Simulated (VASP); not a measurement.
Al2O3:

```
Al O
1.0
     2.74819    0.00000    4.33100
    -1.37409    2.38000    4.33100
    -1.37409   -2.38000    4.33100
Al O
4 6
Direct
  0.35220 0.35220 0.35220
  0.14780 0.14780 0.14780
  0.64780 0.64780 0.64780
  0.85220 0.85220 0.85220
  0.55630 0.94370 0.25000
  0.94370 0.25000 0.55630
  0.25000 0.55630 0.94370
  0.44370 0.05630 0.75000
  0.05630 0.75000 0.44370
  0.75000 0.44370 0.05630
```

The cell was built by a generator and needn't be a form met in nature.

| Item | Value |
| --- | --- |
| Program | VASP 6.6.1 |
| Task | relaxation of cell and atoms |
| Functional | LDA |
| Potentials or basis | VASP PAW LDA potentials, release 64 (Al, O) |
| Cutoff | 600 eV |
| k mesh | 4 × 4 × 4 |
| Occupations | fermi-dirac, width 0.05 eV |
| Spin | no spin polarisation |

At the start: pressure -4.8 GPa; volume 8.50 Å³/atom.

Q: How do energy, volume and symmetry change on relaxing?

A: Over 5 steps the energy falls by 2.6 meV/atom and the volume is 8.34 Å³/atom (-1.9 %); space group R-3c (No. 167, to 0.05 Å).

The path:
```
step  energy change (eV)  largest force (eV/Å)  pressure (GPa)  volume (Å³)
   1              0.0000                0.0860           -4.81        84.98
   2             -0.0029                0.0622            4.89        81.89
   3             -0.0253                0.0315            0.02        83.37
   4             -0.0253                0.0308            0.13        83.34
   5             -0.0255                0.0081            0.07        83.35
```

Final structure:
```
CELL_PARAMETERS angstrom
2.73226 0.00000 4.29746
-1.36613 2.36621 4.29746
-1.36613 -2.36621 4.29746
ATOMIC_POSITIONS crystal
Al 0.35197 0.35197 0.35197
Al 0.14803 0.14803 0.14803
Al 0.64803 0.64803 0.64803
Al 0.85197 0.85197 0.85197
O 0.55572 0.94428 0.25000
O 0.94428 0.25000 0.55572
O 0.25000 0.55571 0.94428
O 0.44428 0.05572 0.75000
O 0.05572 0.75000 0.44428
O 0.75000 0.44428 0.05572
```
